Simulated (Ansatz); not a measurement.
## BaTiO3: single point with PBE

The system is BaTiO3.

```
CELL_PARAMETERS angstrom
3.99980 0.00000 0.00000
0.00000 3.99980 0.00000
0.00000 0.00000 4.01800
ATOMIC_POSITIONS crystal
Ba 0.99557 0.99064 0.00350
Ti 0.50254 0.49192 0.46877
O 0.47922 0.51432 0.00641
O 0.50273 0.00330 0.50938
O 0.01995 0.49981 0.53994
```

| Quantity | Value |
| --- | --- |
| Program | Ansatz 0.2.0 |
| Task | single point |
| Functional | PBE |
| Potentials or basis | Ansatz PAW |
| Cutoff | 420 eV (not typed: the program's choice for these potentials) |
| k mesh | 4 × 4 × 4 |
| Occupations | fermi-dirac, width 0.05 eV |
| Spin | no spin polarisation |

The pressure is 3.1 GPa and the largest force is 1.314 eV/Å. The band gap on the k mesh is 1.92 eV, indirect (least direct gap 2.24 eV).

Forces in eV/Å, atoms in the order of the input:
```
Ba   0.173  0.197 -0.351
Ti  -0.527 -0.132  0.566
O    0.791 -0.304  1.004
O    0.345  0.261 -0.295
O   -0.781 -0.022 -0.925
```

Stress tensor (GPa, compression positive):
```
 2.25 -0.09  0.09
-0.09  3.05  0.60
 0.09  0.60  4.03
```

Levels at points of the mesh, in eV from the valence-band top:
| k point | band 16 | band 17 | band 18 | band 19 | band 20 | band 21 | band 22 | band 23 | band 24 | band 25 |
| --- | --- | --- | --- | --- | --- | --- | --- | --- | --- | --- |
| (0.00, 0.00, 0.00) | -1.39 | -1.24 | -0.51 | -0.39 | -0.31 | 1.92 | 2.30 | 2.60 | 4.14 | 4.34 |
| (0.00, 0.00, -0.50) | -1.94 | -1.89 | -1.68 | -0.67 | -0.62 | 2.02 | 3.62 | 3.73 | 4.15 | 6.07 |
| (0.00, -0.50, 0.00) | -1.96 | -1.69 | -1.68 | -1.28 | -0.84 | 2.69 | 3.54 | 3.63 | 4.32 | 5.88 |
| (0.00, -0.50, -0.50) | -2.65 | -1.57 | -0.85 | -0.79 | -0.18 | 3.59 | 3.78 | 3.99 | 4.92 | 7.48 |
| (-0.50, 0.00, 0.00) | -1.95 | -1.73 | -1.59 | -1.10 | -0.86 | 2.42 | 3.39 | 3.53 | 4.24 | 5.63 |
| (-0.50, 0.00, -0.50) | -2.57 | -1.68 | -0.90 | -0.87 | -0.14 | 3.52 | 3.68 | 3.87 | 4.86 | 7.17 |
| (-0.50, -0.50, 0.00) | -2.55 | -1.56 | -1.10 | -1.05 | -0.04 | 3.50 | 3.65 | 3.96 | 4.67 | 7.40 |
| (-0.50, -0.50, -0.50) | -2.33 | -2.29 | -0.15 | -0.10 | 0.00 | 3.97 | 4.15 | 4.17 | 6.26 | 6.76 |

It took 4.3 s on 2 threads of Arm Neoverse V1, with other jobs on the host, peak memory 0.39 GiB.

Caveat: the pressure holds a Pulay correction of +0.5 GPa for the finite cutoff; spin-orbit coupling is left out, which moves the levels of the heavy elements; forces of over 1 eV/Å show positions far from the minimum, so gaps and moduli don't describe the material at rest. A k mesh can miss the band edges.
